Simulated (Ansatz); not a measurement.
Input and command of a plane-wave DFT calculation in Ansatz:

```yaml
crystal:
  lattice:
    - [4.0300734025, 0.0, 0.0]
    - [-2.0150367013, 3.4901459457, 0.0]
    - [0.0, 0.0, 5.1344302063]
  atoms:
    - { symbol: Te, position: [0.3333333333, 0.6666666667, 0.2669735292] }
    - { symbol: Te, position: [0.6666666667, 0.3333333333, 0.7330264708] }
    - { symbol: Pt, position: [0.0, 0.0, 0.0] }
basis:
  ecutwfc: 420
kpoints:
  mp_grid: { grid: [9, 9, 7] }
hamiltonian:
  xc: pbe
  dispersion: d3bj
scf:
  occupations: { method: gaussian, width: 0.1 }
output:
  forces: true
  stress: true
  eigenvalues: true
```

```bash
ansatz run input.yaml --threads 4 --pin off --max-ram 10240MiB --backend cpu --events-out ev --progress --plain --runs-dir out
```

Processor: AMD EPYC 9R45 96-Core Processor (Zen 5), 4 threads, on a host shared with other jobs.

**Question.** Estimate time, memory and problem size.

**Answer.** About 0.72 s on 4 threads of AMD EPYC 9R45 96-Core Processor (Zen 5), on a shared host, peak memory 0.5 GiB. It solves 30 bands at 69 k points (the mesh reduced by symmetry) with about 1409 plane waves, in 7 SCF iterations.
